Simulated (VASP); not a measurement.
Here is a VASP 6.6.1 calculation.

INCAR

```
PREC = Accurate ; ENCUT = 300
EDIFF = 1E-6 ; ISMEAR = 0
SIGMA = 0.01 ; LREAL = F
LASPH = T ; NELM = 60
ALGO = Normal ; ISIF = 2
LWAVE = F ; LCHARG = F
MAGMOM = 0 0 0 0 0 0 0 0 0 ; LORBIT = 11
LSORBIT = T ; GGA_COMPAT = F
GGA = PE
```

Contents of KPOINTS:

```
Automatic mesh
0
Gamma
  9 9 6
```

File POSCAR:

```
Te
1.0
    4.2538039000      0.0000000000      0.0000000000
   -2.1269020000      3.6839022000      0.0000000000
    0.0000000000      0.0000000000      5.9510180000
Te
3
Direct
    0.2823233000      0.0000000000      0.3333334000
    0.0000001000      0.2823235000      0.6666666000
    0.7176767000      0.7176768000      0.0000000000
```

Potentials or basis: VASP PAW PBE potentials, release 64 (Te).

The run is started by

```sh
$ cat potpaw_PBE.64/Te/POTCAR > POTCAR
$ mpirun -np 1 vasp_ncl > vasp.out
```

What does it give for the largest force?

0.205 eV/Å.

Predict the pressure.

4.7 GPa.

Predict the net moment.

0.00 μB per cell.

Stress tensor (GPa, compression positive):
```
4.49 0.00 0.00
0.00 4.49 0.00
0.00 0.00 5.25
```
